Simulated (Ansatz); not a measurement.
**AlCo in Ansatz: convergence with k mesh**

Input of the first run (k mesh 3 × 3 × 3); the others differ in this setting and in those tied to it:

Contents of input.yaml:

```yaml
crystal:
  lattice:
    - [2.81940321, 0.0, 0.0]
    - [0.0, 2.81940321, 0.0]
    - [0.0, 0.0, 2.81940321]
  atoms:
    - { symbol: Co, position: [0.5, 0.5, 0.5], spin: 2.0 }
    - { symbol: Al, position: [0.0, 0.0, 0.0] }
hamiltonian:
  xc: pbe
  pseudopotentials: { kind: paw }
magnetization:
  spin_polarized: true
kpoints:
  mp_grid: { grid: [3, 3, 3] }
scf:
  occupations: { method: methfessel_paxton, width: 0.1 }
output:
  forces: true
  stress: true
  eigenvalues: true
```

Potentials or basis: Ansatz PAW.

Command:

```bash
$ ansatz run input.yaml --threads 2 --pin off --max-ram 5632MiB --backend cpu --events-out ev --progress --plain --runs-dir out
```

The cell is a database's computed one.

Hardware: 2 threads of Intel(R) Xeon(R) Processor @ 2.50GHz (Skylake/Cascade Lake), on a shared host.

| k mesh | energy less the tightest run, at zero smearing (meV/atom) | pressure (GPa) | absolute moment (μB) | gap on the mesh (eV) | SCF cycles | CPU time (s) | peak memory (GiB) |
| --- | --- | --- | --- | --- | --- | --- | --- |
| 3 × 3 × 3 | -89.61 | 4.00 | 0.00 | 1.446 | 12 | 2.5 | 0.3 |
| 4 × 4 × 4 | 53.13 | 9.79 | 0.64 | 0.000 | 16 | 4.1 | 0.3 |
| 5 × 5 × 5 | -8.08 | 6.08 | 0.00 | 0.202 | 14 | 3.5 | 0.3 |
| 7 × 7 × 7 | -2.97 | 6.47 | 0.00 | 0.000 | 14 | 5.8 | 0.31 |
| 8 × 8 × 8 | 2.88 | 6.65 | 0.00 | 0.000 | 15 | 8 | 0.32 |
| 11 × 11 × 11 | 1.54 | 6.60 | 0.00 | 0.000 | 16 | 9.6 | 0.33 |
| 13 × 13 × 13 | 0.00 | 6.59 | 0.00 | 0.000 | 14 | 14 | 0.35 |
| 15 × 15 × 15 | 0.00 | 6.60 | 0.00 | 0.000 | 15 | 19 | 0.38 |

Against the tightest run, the energy stays within 1 meV/atom from 13 × 13 × 13 on; the pressure stays within 0.1 GPa from 8 × 8 × 8 on; the absolute moment stays within 0.02 μB from 5 × 5 × 5 on; the gap on the mesh stays within 0.01 eV from 7 × 7 × 7 on. Meshes of other sizes hit other points, so gaps and Fermi surfaces needn't settle smoothly. The tightest run that finished is the yardstick and may itself not be fully converged.

Caveat, for the tightest run too: the starting moments collapsed, and a magnetic state may lie lower; the starting moments weren't kept.
